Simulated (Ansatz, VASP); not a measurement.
**NaF in VASP and in Ansatz**

```
Na F
1.0
     0.00000    2.35387    2.35387
     2.35387    0.00000    2.35387
     2.35387    2.35387    0.00000
Na F
1 1
Direct
  0.00000 0.00000 0.00000
  0.50000 0.50000 0.50000
```

Change from the starting cell: volume scaled by 1.04, crystal datasets.

Alike in both runs: task electric field gradients; functional LDA; k mesh 10 × 10 × 10; occupations fermi-dirac, width 0.02 eV; no spin polarisation.

|  | VASP | Ansatz |
| --- | --- | --- |
| version | VASP 6.6.1 | Ansatz 0.2.0 |
| potentials or method | VASP PAW LDA potentials, release 64 (Na_pv, F), cutoff 520 eV | all-electron PAW with datasets made for the crystal, scalar-relativistic |

```tsv
	VASP	Ansatz	Ansatz less VASP
gap on the k mesh at the Fermi level (eV)	5.71	5.72	+0.010
pressure (GPa)	-6.1	-6.0	+0.13
Vzz of the field gradient on the site that differs most (V/Å²)	0.0	0.0	0.00
```

Ansatz ran all-electron here, so the differences hold the error of VASP's frozen core and of both bases.

A k mesh can miss the band edges.
